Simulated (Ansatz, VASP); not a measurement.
# AlN in VASP and in Ansatz

INCAR

```
PREC = Accurate ; ENCUT = 520
EDIFF = 1E-7 ; ISMEAR = 0
SIGMA = 0.05 ; LREAL = F
LASPH = T ; NELM = 80
ALGO = Normal ; ISIF = 2
LWAVE = F ; LCHARG = F
GGA = CA ; NBANDS = 16
```

File KPOINTS:

```
regular mesh
0
Gamma
  9 9 6
```

File POSCAR:

```
AlN
1.0
    3.0371604035      0.0000000000      0.0000000000
   -1.5185802018      2.6302580648      0.0000000000
    0.0000000000      0.0000000000      4.8612078838
Al N
2 2
Direct
    0.3333333333      0.6666666667      0.0015212672
    0.6666666667      0.3333333333      0.5015212672
    0.3333333333      0.6666666667      0.3834787328
    0.6666666667      0.3333333333      0.8834787328
```

Input for Ansatz:

```yaml
crystal:
  lattice:
    - [3.0371604035, 0.0, 0.0]
    - [-1.5185802018, 2.6302580648, 0.0]
    - [0.0, 0.0, 4.8612078838]
  atoms:
    - { symbol: Al, position: [0.3333333333, 0.6666666667, 0.0015212672] }
    - { symbol: Al, position: [0.6666666667, 0.3333333333, 0.5015212672] }
    - { symbol: "N", position: [0.3333333333, 0.6666666667, 0.3834787328] }
    - { symbol: "N", position: [0.6666666667, 0.3333333333, 0.8834787328] }
basis:
  ecutwfc: 520.0
kpoints:
  mp_grid: { grid: [9, 9, 6] }
hamiltonian:
  xc: lda
scf:
  occupations: { method: gaussian, width: 0.05 }
output:
  forces: true
  stress: true
  eigenvalues: true
  write_density: true
  write_potential: true
  elf: true
  volumetric_format: npy
```

Change from the starting cell: mode 5 frozen in at +0.000 Å, equal normal strain along x, y and z -0.0167.

Alike in both runs: task single point; functional LDA; k mesh 9 × 9 × 6; occupations gaussian, width 0.05 eV; no spin polarisation.

|  | VASP | Ansatz |
| --- | --- | --- |
| version | VASP 6.6.1 | Ansatz 0.2.0 |
| potentials or method | VASP PAW LDA potentials, release 64 (Al, N) | scalar-relativistic, plane waves, PAW |
| plane-wave cutoff (eV) | 520 | 520 |
| valence electrons in the cell | 16 | 16 |

Ansatz gave:

| Item | Value |
| --- | --- |
| gap on the k mesh at the Fermi level (eV) | 4.88 |
| least direct gap on the mesh (eV) | 4.88 |
| pressure (GPa) | 11.8 |
| largest component of the traceless stress (GPa) | 0.56 |
| rms of the force components (eV/Å) | 0.013 |

**Question.** What did VASP give for the same quantities?

**Answer.** gap on the k mesh at the Fermi level (eV): 4.88; least direct gap on the mesh (eV): 4.88; pressure (GPa): 12.6; largest component of the traceless stress (GPa): 0.59; rms of the force components (eV/Å): 0.014.

Atom by atom the forces differ by 0.000 eV/Å (rms over components).

Caveats: an odd mesh through Γ misses points on the zone boundary, where band edges often lie.
